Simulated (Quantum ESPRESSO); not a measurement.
# NbAs (I4_1md) in Quantum ESPRESSO: a series of runs

One crystal, NbAs, is run at these levels: PBEsol, PBE; tasks: single point.

Program: Quantum ESPRESSO 7.5. These are calculated values, not measurements. Logs are shortened: lines on timing, memory, paths and dates and some standing lists are left out, and cuts for length are marked.

### 1 The crystal as given

It takes space group I4_1md (No. 109, tetragonal). Conventional cell: a = 3.452 Å, b = 3.452 Å, c = 11.680 Å, α = 90.00°, β = 90.00°, γ = 90.00°. Nb (site symmetry 2mm) has 6 As at 2.60 to 2.63 Å as nearest neighbours. As (site symmetry 2mm) is surrounded by 6 Nb at 2.60 to 2.63 Å.

### 2 Single point, PBEsol

Contents of pw.in:

```
&CONTROL
  calculation = 'scf'
  prefix = 'pwscf'
  outdir = './tmp'
  pseudo_dir = './pseudo'
  tprnfor = .true.
  tstress = .true.
  disk_io = 'low'
/
&SYSTEM
  ibrav = 0
  celldm(1) = 8
  nat = 4
  ntyp = 2
  ecutwfc = 45
  ecutrho = 360
  nbnd = 26
  occupations = 'smearing'
  smearing = 'fd'
  degauss = 0.00367493
/
&ELECTRONS
  conv_thr = 8d-10
  electron_maxstep = 120
  mixing_beta = 0.5
/
ATOMIC_SPECIES
Nb    92.9064 nb_pbesol_v1.uspp.F.UPF
As    74.9216 as_pbesol_v1.uspp.F.UPF
CELL_PARAMETERS alat
 -0.4076729790232   0.4076729790232   1.3795000709768
  0.4076729790232  -0.4076729790232   1.3795000709768
  0.4076729790232   0.4076729790232  -1.3795000709768
ATOMIC_POSITIONS crystal
Nb     0.5000000000    0.0000000000    0.5000000000
Nb     0.7500000000    0.7500000000    0.0000000000
As     0.9160000000    0.4160000000    0.5000000000
As     0.1660000000    0.1660000000    0.0000000000
K_POINTS automatic
11 11 11 0 0 0
```

Contents of pp_density.in:

```
&INPUTPP
  prefix = 'pwscf'
  outdir = './tmp'
  filplot = 'density.dat'
  plot_num = 0
/
&PLOT
  nfile = 1
  filepp(1) = 'density.dat'
  iflag = 3
  output_format = 6
  fileout = 'density.cube'
/
```

Contents of pp_potential.in:

```
&INPUTPP
  prefix = 'pwscf'
  outdir = './tmp'
  filplot = 'potential.dat'
  plot_num = 11
/
&PLOT
  nfile = 1
  filepp(1) = 'potential.dat'
  iflag = 3
  output_format = 6
  fileout = 'potential.cube'
/
```

Potentials or basis: GBRV 1.5 PBEsol.

Started as:

```
> OMP_NUM_THREADS=1 mpirun -n 2 pw.x -nk 2 -in pw.in > pw.out
> OMP_NUM_THREADS=1 mpirun -n 1 pp.x -in pp_density.in > pp_density.out
> OMP_NUM_THREADS=1 mpirun -n 1 pp.x -in pp_potential.in > pp_potential.out
```

pw.out:

```text
This program is part of the open-source Quantum ESPRESSO suite
     for quantum simulation of materials; please cite
[... 13 lines left out ...]
     --------------------
     sticks:   dense  smooth     PW     G-vecs:    dense   smooth      PW
     Sum        2909    1461    477                54091    19107    3547

     Using Slab Decomposition

     bravais-lattice index     =            0
     lattice parameter (alat)  =       8.0000  a.u.
     unit-cell volume          =     469.5432 (a.u.)^3
     number of atoms/cell      =            4
     number of atomic types    =            2
     number of electrons       =        36.00
     number of Kohn-Sham states=           26
     kinetic-energy cutoff     =      45.0000  Ry
     charge density cutoff     =     360.0000  Ry
     scf convergence threshold =      8.0E-10
     mixing beta               =       0.5000
     number of iterations used =            8  plain     mixing
     Exchange-correlation= SLA  PW   PSX  PSC
                           (   1   4  10   8   0   0   0)

     celldm(1)=   8.000000  celldm(2)=   0.000000  celldm(3)=   0.000000
     celldm(4)=   0.000000  celldm(5)=   0.000000  celldm(6)=   0.000000

     crystal axes: (cart. coord. in units of alat)
               a(1) = (  -0.407673   0.407673   1.379500 )
               a(2) = (   0.407673  -0.407673   1.379500 )
               a(3) = (   0.407673   0.407673  -1.379500 )

     reciprocal axes: (cart. coord. in units 2 pi/alat)
               b(1) = ( -0.000000  1.226473  0.362450 )
               b(2) = (  1.226473 -0.000000  0.362450 )
               b(3) = (  1.226473  1.226473  0.000000 )

     PseudoPot. # 1 for Nb read from file:
     nb_pbesol_v1.uspp.F.UPF
     Pseudo is Ultrasoft + core correction, Zval = 13.0
     Generated by new atomic code, or converted to UPF format
     Using radial grid of  887 points,  6 beta functions with:
                l(1) =   0
                l(2) =   0
                l(3) =   1
                l(4) =   1
                l(5) =   2
                l(6) =   2
     Q(r) pseudized with  6 coefficients,  rinner =    1.000   1.000   1.000
                                                       1.000   1.000

     PseudoPot. # 2 for As read from file:
     as_pbesol_v1.uspp.F.UPF
     Pseudo is Ultrasoft + core correction, Zval =  5.0
     Generated by new atomic code, or converted to UPF format
     Using radial grid of  875 points,  6 beta functions with:
                l(1) =   0
                l(2) =   0
                l(3) =   1
                l(4) =   1
                l(5) =   2
                l(6) =   2
     Q(r) pseudized with  8 coefficients,  rinner =    1.300   1.300   1.300
                                                       1.300   1.300

     atomic species   valence    mass     pseudopotential
     Nb               13.00    92.90640     Nb( 1.00)
     As                5.00    74.92160     As( 1.00)

      8 Sym. Ops. (no inversion) found ( 4 have fractional translation)

   Cartesian axes

     site n.     atom                  positions (alat units)
         1        Nb     tau(   1) = (   0.0000000   0.4076730   0.0000000  )
         2        Nb     tau(   2) = (   0.0000000   0.0000000   2.0692501  )
         3        As     tau(   3) = (  -0.0000000   0.4076730   1.1477441  )
         4        As     tau(   4) = (  -0.0000000  -0.0000000   0.4579940  )

     number of k points=   126  Fermi-Dirac smearing, width (Ry)=  0.0037

     Number of k-points >= 100: set verbosity='high' to print them.

     Dense  grid:    54091 G-vectors     FFT dimensions: (  80,  80,  80)

     Smooth grid:    19107 G-vectors     FFT dimensions: (  60,  60,  54)

     Initial potential from superposition of free atoms

     starting charge      35.9946, renormalised to      36.0000
     Starting wfcs are   34 randomized atomic wfcs

     Self-consistent Calculation

     iteration #  1     ecut=    45.00 Ry     beta= 0.50
     Davidson diagonalization with overlap
     ethr =  1.00E-02,  avg # of iterations =  2.1

     total energy              =    -315.88418739 Ry
     estimated scf accuracy    <       0.45298531 Ry

     iteration #  2     ecut=    45.00 Ry     beta= 0.50
     Davidson diagonalization with overlap
     ethr =  1.26E-03,  avg # of iterations =  2.0

     total energy              =    -316.00730883 Ry
     estimated scf accuracy    <       0.14676401 Ry

     iteration #  3     ecut=    45.00 Ry     beta= 0.50
     Davidson diagonalization with overlap
     ethr =  4.08E-04,  avg # of iterations =  1.8

     total energy              =    -316.03518570 Ry
     estimated scf accuracy    <       0.00452687 Ry

     iteration #  4     ecut=    45.00 Ry     beta= 0.50
     Davidson diagonalization with overlap
     ethr =  1.26E-05,  avg # of iterations =  4.7

     total energy              =    -316.03587011 Ry
     estimated scf accuracy    <       0.00014956 Ry

     iteration #  5     ecut=    45.00 Ry     beta= 0.50
     Davidson diagonalization with overlap
     ethr =  4.15E-07,  avg # of iterations =  3.8

     total energy              =    -316.03592151 Ry
     estimated scf accuracy    <       0.00000528 Ry

     iteration #  6     ecut=    45.00 Ry     beta= 0.50
     Davidson diagonalization with overlap
     ethr =  1.47E-08,  avg # of iterations =  5.5

     total energy              =    -316.03592896 Ry
     estimated scf accuracy    <       0.00000043 Ry

     iteration #  7     ecut=    45.00 Ry     beta= 0.50
     Davidson diagonalization with overlap
     ethr =  1.19E-09,  avg # of iterations =  3.2

     total energy              =    -316.03592906 Ry
     estimated scf accuracy    <       0.00000003 Ry

     iteration #  8     ecut=    45.00 Ry     beta= 0.50
     Davidson diagonalization with overlap
     ethr =  7.03E-11,  avg # of iterations =  4.3

     total energy              =    -316.03592907 Ry
     estimated scf accuracy    <          2.2E-09 Ry

     iteration #  9     ecut=    45.00 Ry     beta= 0.50
     Davidson diagonalization with overlap
     ethr =  6.04E-12,  avg # of iterations =  3.5

     End of self-consistent calculation

     Number of k-points >= 100: set verbosity='high' to print the bands.

     the Fermi energy is    14.3238 ev

!    total energy              =    -316.03592907 Ry
     estimated scf accuracy    <          8.5E-11 Ry
     smearing contrib. (-TS)   =      -0.00044988 Ry
     internal energy E=F+TS    =    -316.03547920 Ry

     The total energy is F=E-TS. E is the sum of the following terms:
     one-electron contribution =     -48.44330488 Ry
     hartree contribution      =      41.78029673 Ry
     xc contribution           =     -99.48767649 Ry
     ewald contribution        =    -209.88479456 Ry

     convergence has been achieved in   9 iterations

     Forces acting on atoms (cartesian axes, Ry/au):

     atom    1 type  1   force =    -0.00000000   -0.00000000   -0.01127550
     atom    2 type  1   force =    -0.00000000   -0.00000000   -0.01127550
     atom    3 type  2   force =     0.00000000    0.00000000    0.01127550
     atom    4 type  2   force =     0.00000000   -0.00000000    0.01127550

     Total force =     0.022551     Total SCF correction =     0.000002

     Computing stress (Cartesian axis) and pressure

          total   stress  (Ry/bohr**3)                   (kbar)     P=      -19.46
  -0.00015265   0.00000000   0.00000000          -22.45        0.00        0.00
   0.00000000  -0.00015265   0.00000000            0.00      -22.45        0.00
  -0.00000000  -0.00000000  -0.00009156           -0.00       -0.00      -13.47

=------------------------------------------------------------------------------=
   JOB DONE.
=------------------------------------------------------------------------------=
```

Run time: 3.9 min. Hardware: 2 MPI ranks of Intel Xeon Platinum 8375C at 2.90GHz (Ice Lake), shared host; peak memory 0.5 GiB.

What came out:

- Free energy: -4299.8879 eV
- Pressure: -1.9 GPa
- Largest force: 0.290 eV/Å
- Band gap on the k mesh: none (metal or under the smearing width)

Forces on the atoms (eV/Å):
```
Nb   0.000  0.000 -0.290
Nb   0.000  0.000 -0.290
As   0.000  0.000  0.290
As   0.000  0.000  0.290
```

Stress tensor (GPa, compression positive):
```
-2.25  0.00  0.00
 0.00 -2.25  0.00
 0.00  0.00 -1.35
```

Levels at points of the mesh, in eV from the Fermi level:
| k point | band 16 | band 17 | band 18 | band 19 | band 20 | band 21 |
| --- | --- | --- | --- | --- | --- | --- |
| (0.00, 0.00, 0.00) | -1.67 | -1.37 | -1.37 | 0.73 | 1.33 | 2.41 |

### 3 Single point, PBE

Contents of pw.in:

```
&CONTROL
  calculation = 'scf'
  prefix = 'pwscf'
  outdir = './tmp'
  pseudo_dir = './pseudo'
  tprnfor = .true.
  tstress = .true.
  disk_io = 'nowf'
/
&SYSTEM
  ibrav = 0
  nat = 4
  ntyp = 2
  ecutwfc = 55
  ecutrho = 440
  nbnd = 26
  occupations = 'smearing'
  smearing = 'fd'
  degauss = 0.00367493
/
&ELECTRONS
  conv_thr = 8d-10
  electron_maxstep = 120
  mixing_beta = 0.5
/
ATOMIC_SPECIES
Nb    92.9064 Nb.pbe-spn-kjpaw_psl.0.3.0.UPF
As    74.9216 As.pbe-n-rrkjus_psl.0.2.UPF
CELL_PARAMETERS angstrom
  -1.7258500000    1.7258500000    5.8400000000
   1.7258500000   -1.7258500000    5.8400000000
   1.7258500000    1.7258500000   -5.8400000000
ATOMIC_POSITIONS crystal
Nb     0.5000000000    0.0000000000    0.5000000000
Nb     0.7500000000    0.7500000000    0.0000000000
As     0.9160000000    0.4160000000    0.5000000000
As     0.1660000000    0.1660000000    0.0000000000
K_POINTS automatic
11 11 11 0 0 0
```

Potentials or basis: SSSP 1.3 efficiency PBE.

Started as:

```
> OMP_NUM_THREADS=1 mpirun -n 2 pw.x -nk 2 -in pw.in > pw.out
```

It took 4 min on 2 MPI ranks of Intel Xeon Platinum 8375C at 2.90GHz (Ice Lake), shared host; peak memory 0.6 GiB.

The run converged. Its results:

```
Free energy            : -9593.8156 eV
Pressure               : 3.7 GPa
Largest force          : 0.295 eV/Å
Band gap on the k mesh : 0.03 eV, indirect (least direct gap 0.08 eV)
```

Forces on the atoms (eV/Å):
```
Nb   0.000  0.000 -0.295
Nb   0.000  0.000 -0.295
As   0.000  0.000  0.295
As   0.000  0.000  0.295
```

Stress tensor (GPa, compression positive):
```
3.59 0.00 0.00
0.00 3.59 0.00
0.00 0.00 4.07
```

Levels at points of the mesh, in eV from the valence-band top:
```
           k point  band 16  band 17  band 18  band 19  band 20  band 21
(0.00, 0.00, 0.00)    -1.64    -1.36    -1.36     0.72     1.34     2.42
```

Caveat: an odd mesh through Γ misses points on the zone boundary, where band edges often lie.
